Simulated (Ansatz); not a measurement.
# TiAl3 in Ansatz: the effect of functional

The system is TiAl3.

```
Ti Al
1.0
    -1.87209    1.87209    4.19328
     1.87209   -1.87209    4.19328
     1.87209    1.87209   -4.19328
Ti Al
1 3
Direct
  0.00000 0.00000 0.00000
  0.25000 0.75000 0.50000
  0.75000 0.25000 0.50000
  0.50000 0.50000 0.00000
```

The cell comes from a database or a generator and needn't be the stable form of this composition.

The cell isn't the ideal one: volume scaled by 0.94.

Alike in all runs:

| Property | Result |
| --- | --- |
| Program | Ansatz 0.2.0 |
| Task | single point |
| Potentials or basis | Ansatz PAW |
| k mesh | 10 × 10 × 10 |
| Occupations | fermi-dirac, width 0.05 eV |
| Spin | no spin polarisation |

```tsv
functional	cutoff	pressure (GPa)
LDA	420 eV (not typed: the program's choice for these potentials)	3.7
r2SCAN	500 eV (not typed: the program's choice for these potentials)	8.2
PBE	420 eV (not typed: the program's choice for these potentials)	?
```

Task: What does the run with functional PBE give?

Result: Pressure 10.1 GPa.

Caveats: the PAW data sets come from PBE, with cores solved anew for the run's functional, which leaves a small shift of forces and pressure (some runs).
